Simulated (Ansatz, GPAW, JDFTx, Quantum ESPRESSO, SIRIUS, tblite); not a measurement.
**Cost and result for the equilibrium volume of Sn**

**What was measured.** The equilibrium volume of Sn (Fd-3m) is reported as 34.16 Å³/atom at 300 K (a printed reference work). The runs below try to reproduce it.

```yaml
crystal:
  lattice:
    - [0.00000, 3.23334, 3.23334]
    - [3.23334, 0.00000, 3.23334]
    - [3.23334, 3.23334, 0.00000]
  atoms:
    - { symbol: Sn, position: [0.75000, 0.75000, 0.75000] }
    - { symbol: Sn, position: [0.50000, 0.50000, 0.50000] }
```

This isn't the form of Sn at room conditions, which is tetragonal (white tin).

| rung | level | program and potentials | cutoff (eV) | k mesh | smearing | task | spin | core time | chip | equilibrium volume (Å³/atom) | miss | notes |
| --- | --- | --- | --- | --- | --- | --- | --- | --- | --- | --- | --- | --- |
| tight binding or semi-empirical | GFN1-xTB | tblite, the method's own minimal valence basis | - | 1 × 1 × 1 | fermi-dirac 0.05 | equation of state | off | 9.6 s | Arm Neoverse V2 | 35.54 | +4.0 % | coarse mesh; Γ point of a 3 × 3 × 3 supercell |
| non-local van der Waals functional | rPW86-PBE+rVV10 | Ansatz, PAW datasets made for the crystal | - | 7 × 7 × 7 | fermi-dirac 0.1 | relaxation of cell and atoms | off | 15 s | Arm Neoverse V1 | 37.41 | +9.5 % | - |
| GGA | PBE | Ansatz, all-electron LAPW, scalar-relativistic | - | 7 × 7 × 7 | fermi-dirac 0.05 | relaxation of cell and atoms | off | 25 s | Arm Neoverse V2 | 36.86 | +7.9 % | - |
| GGA + dispersion | RPBE+D4 | Ansatz, all-electron LAPW, scalar-relativistic | - | 7 × 7 × 7 | fermi-dirac 0.05 | relaxation of cell and atoms | off | 25 s | Arm Neoverse V2 | 35.32 | +3.4 % | - |
| GGA + dispersion | PBEsol+D3(BJ) | Ansatz, all-electron LAPW, relativistic spinors | - | 5 × 5 × 5 | cold 0.025 | relaxation of cell and atoms | SOC, no magnetisation | 45 s | Intel Xeon 6975P-C Granite Rapids | 33.93 | -0.7 % | - |
| GGA + dispersion | PBE+D4 | Ansatz, all-electron LAPW, scalar-relativistic | - | 7 × 7 × 7 | fermi-dirac 0.05 | relaxation of cell and atoms | off | 47 s | Intel Xeon Skylake/Cascade Lake | 35.38 | +3.6 % | - |
| GGA | PBEsol | GPAW, PAW data sets generated for this functional | 600 | 6 × 6 × 6 | fermi-dirac 0.05 | equation of state | off | 98 s | Arm Neoverse V2 | 34.82 | +1.9 % | - |
| GGA | WC | GPAW, PAW data sets generated for this functional | 600 | 6 × 6 × 6 | fermi-dirac 0.05 | equation of state | off | 98 s | Arm Neoverse V2 | 34.82 | +1.9 % | - |
| GGA + dispersion | PBEsol+D3(BJ) | GPAW, PAW data sets generated for this functional | 600 | 6 × 6 × 6 | fermi-dirac 0.05 | equation of state | off | 99 s | Arm Neoverse V2 | 33.72 | -1.3 % | - |
| GGA | PBEint | GPAW, PAW data sets generated for this functional | 600 | 6 × 6 × 6 | fermi-dirac 0.05 | equation of state | off | 99 s | Arm Neoverse V2 | 35.35 | +3.5 % | - |
| GGA | AM05 | GPAW, PAW data sets generated for this functional | 600 | 6 × 6 × 6 | fermi-dirac 0.05 | equation of state | off | 1.7 min | Arm Neoverse V2 | 35.11 | +2.8 % | - |
| GGA + dispersion | RPBE+D4 | Quantum ESPRESSO, PseudoDojo 0.4.1 SR PBE standard | 980 | 7 × 7 × 7 | fermi-dirac 0.05 | equation of state | off | 3.9 min | Arm Neoverse V2 | 35.30 | +3.3 % | potentials made for PBE |
| GGA | PBEsol | Quantum ESPRESSO, PseudoDojo 0.4.1 SR PBEsol standard | 980 | 7 × 7 × 7 | fermi-dirac 0.05 | equation of state | off | 4.2 min | Arm Neoverse V1 | 35.07 | +2.7 % | - |
| GGA + dispersion | PBE+D3(BJ) | JDFTx, PseudoDojo-SR-PBE-0.5-standard | 980 | 7 × 7 × 7 | fermi-dirac 0.05 | relaxation of cell and atoms | off | 5.4 min | Arm Neoverse V1 | 35.50 | +3.9 % | - |
| GGA + dispersion | PBE+D3(BJ) | SIRIUS, all-electron FP-LAPW, apw+lo standard | - | 7 × 7 × 7 | fermi-dirac 0.05 | equation of state | off | 6.4 min | AMD EPYC 7R43 Zen 3 | 35.49 | +3.9 % | - |
| GGA + dispersion | PBE+D4 | SIRIUS, all-electron FP-LAPW, apw+lo standard | - | 7 × 7 × 7 | fermi-dirac 0.05 | equation of state | off | 6.9 min | AMD EPYC 7R43 Zen 3 | 35.35 | +3.5 % | - |

Times are single runs on shared hosts and different chips, so they are rough; meshes, cutoffs and the tasks' sizes weigh on the time. Smearing widths are in eV. For a metal such meshes aren't converged. Meshes differ between rows, which moves values too. Meshes are those of the run's cell of 2 atoms unless a note names another. Relaxations start from the cell shown or near it and stop with a little pressure left. The cell shown, of 33.80 Å³ an atom, is the runs' start and not the measured value. Misses use the values as printed. Runs on faulty files, with rough fits or with known faults for this quantity aren't shown.

By rung: GGA 34.82 to 36.86; GGA + dispersion 33.72 to 35.50; non-local van der Waals functional 37.41; tight binding or semi-empirical on coarse meshes 35.54 (Å³/atom). Measured: 34.16 Å³/atom at 300 K (a printed reference work). Closest, coarse meshes and atomic bases left aside, is PBEsol+D3(BJ) with Ansatz, all-electron LAPW, relativistic spinors (-0.7 %), and PBE misses by +7.9 % on plain settings. The runs are for a static lattice, while measurements hold temperature and zero-point motion.
